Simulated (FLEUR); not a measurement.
YN:

```
Y N
1.0
     0.00000    2.43850    2.43850
     2.43850    0.00000    2.43850
     2.43850    2.43850    0.00000
Y N
1 1
Cartesian
  0.0000 0.0000 0.0000
  2.4385 2.4385 2.4385
```

Base run:

* Program: FLEUR MaX-R8.1 (later development tree)
* Functional: r2SCAN
* Potentials or basis: all-electron
* Basis: FLAPW
* Kmax: 4.29 1/bohr
* k mesh: 9 × 9 × 9
* Occupations: fermi-dirac, width 0.05 eV
* Spin: no spin polarisation

Its results: band gap on the k mesh 0.63 eV, indirect (least direct gap 1.04 eV).

Q: The run is repeated on the same cell with these changes: functional from r2SCAN to AM05. What comes out?

A: Band gap on the k mesh 0.17 eV, indirect (least direct gap 0.57 eV).

r2SCAN gives the wider gap, since meta-GGAs in the generalised Kohn-Sham scheme recover part of the derivative discontinuity.

Caveats: the meta-GGA is that of a development version, with a GGA for the radial functions and cores and without core tails (some runs).

A k mesh can miss the band edges.

Not every run made on this cell is shown here.
